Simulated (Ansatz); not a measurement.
## TiSe2, a database entry at a rescaled volume

```yaml
crystal:
  lattice:
    - [3.57521, 0.00000, 0.00000]
    - [-1.78760, 3.09622, 0.00000]
    - [0.00000, 0.00000, 6.04400]
  atoms:
    - { symbol: Se, position: [0.33330, 0.66670, 0.25000] }
    - { symbol: Se, position: [0.66670, 0.33330, 0.75000] }
    - { symbol: Ti, position: [0.00000, 0.00000, 0.00000] }
```

Method: r2SCAN, no spin polarisation; PAW, plane waves to 500 eV, 11×11×6 Γ-centred mesh, cold occupations (width 0.1783 eV) (Ansatz 0.2.0), atoms fixed.

(1) What do density and ELF say about some of the short contacts?

(2) Which element gives electrons and which takes them?

(3) Is there a gap?

(4) What is the formation energy?

(5) What does the stress say?

Origin: a database entry at a rescaled volume. Caveats: wide smearing.

Answers

(1) Se–Ti at 2.56 Å: least valence density 0.40 e/Å³ and ELF 0.34 there. Both are smooth PAW fields, read partly inside the augmentation spheres.

(2) Bader charges in e: Ti +1.72, Se -0.86. In the mean Ti gives up most and Se takes most.

(3) It is a metal, with about 0.44 states/eV a cell as the mean within 0.25 eV of the Fermi level, mostly Ti d (61 %) and Se p (35 %).

(4) -1.30 eV an atom against the elements' usual phases (free molecules for gases, crystals otherwise, with no correction for O₂ or N₂), so it is bound against them; other compounds may still compete. Relaxing would lower it.

(5) The pressure is 0.0 GPa (compression positive), so with the atoms held at these fractions the cell is close to zero pressure. The principal stresses -0.4, -0.4, 0.8 GPa differ, so its shape would change too.
